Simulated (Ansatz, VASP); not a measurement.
## MgO: VASP beside Ansatz

File INCAR:

```
PREC     = Accurate       # precision mode
ENCUT    = 520            # plane-wave cutoff, eV
EDIFF    = 1E-6           # SCF threshold, eV
ISMEAR   = 0              # smearing method
SIGMA    = 0.05           # smearing width, eV
LREAL    = False          # projectors in reciprocal space
LASPH    = True           # aspherical terms in the spheres
NELM     = 80             # most SCF steps
ALGO     = Normal         # electronic algorithm
ISIF     = 2              # what is computed and relaxed
LWAVE    = False          # write WAVECAR
LCHARG   = False          # write CHGCAR
GGA      = PS             # functional
NBANDS   = 16             # bands
```

Contents of KPOINTS:

```
Automatic mesh
0
Gamma
  9 9 6
```

POSCAR

```
MgO
1.0
    3.3034677759      0.0000000000      0.0000000000
   -1.6517338880      2.8608870145      0.0000000000
    0.0000000000      0.0000000000      5.0193881071
Mg O
2 2
Direct
    0.3459168432      0.6918336864      0.0036583441
    0.6540831568      0.3081663136      0.5036583441
    0.3216595888      0.6433191775      0.4009416559
    0.6783404112      0.3566808225      0.9009416559
```

Input for Ansatz:

```yaml
crystal:
  lattice:
    - [3.3034677759, 0.0, 0.0]
    - [-1.651733888, 2.8608870145, 0.0]
    - [0.0, 0.0, 5.0193881071]
  atoms:
    - { symbol: Mg, position: [0.3459168432, 0.6918336864, 0.0036583441] }
    - { symbol: Mg, position: [0.6540831568, 0.3081663136, 0.5036583441] }
    - { symbol: O, position: [0.3216595888, 0.6433191775, 0.4009416559] }
    - { symbol: O, position: [0.6783404112, 0.3566808225, 0.9009416559] }
basis:
  ecutwfc: 520.0
kpoints:
  mp_grid: { grid: [9, 9, 6] }
hamiltonian:
  xc: pbesol
  pseudopotentials: { kind: paw, azcp: { folder: soft_1 } }
scf:
  occupations: { method: gaussian, width: 0.05 }
output:
  forces: true
  stress: true
  eigenvalues: true
```

Change from the starting cell: mode 4 frozen in at -0.000 Å and mode 5 at +0.072 Å (largest displacements).

Alike in both runs: task single point; functional PBEsol; k mesh 9 × 9 × 6; occupations gaussian, width 0.05 eV; no spin polarisation.

```csv
,VASP,Ansatz
version,VASP 6.6.1,Ansatz 0.2.0
potentials or method,"VASP PAW PBE potentials, release 64 (Mg, O)","scalar-relativistic, plane waves, PAW"
plane-wave cutoff (eV),520,520
valence electrons in the cell,16,32
```

Ansatz gave:

* gap on the k mesh at the Fermi level (eV): 3.32
* least direct gap on the mesh (eV): 3.32
* pressure (GPa): -0.1
* largest component of the traceless stress (GPa): 0.17
* rms of the force components (eV/Å): 0.118

Q: Estimate VASP's values.

A: gap on the k mesh at the Fermi level (eV): 3.32; least direct gap on the mesh (eV): 3.32; pressure (GPa): -0.4; largest component of the traceless stress (GPa): 0.19; rms of the force components (eV/Å): 0.119.

Atom by atom the forces differ by 0.002 eV/Å (rms over components). With one functional, cell and mesh, what is left measures potentials, basis and numerics. The two sets of potentials don't hold the same shells in valence. Ansatz warned: «pseudo_functional_mismatch».

Caveats: the PAW data sets were made with another functional, which shifts forces and pressure a little (VASP); an odd mesh through Γ misses points on the zone boundary, where band edges often lie.
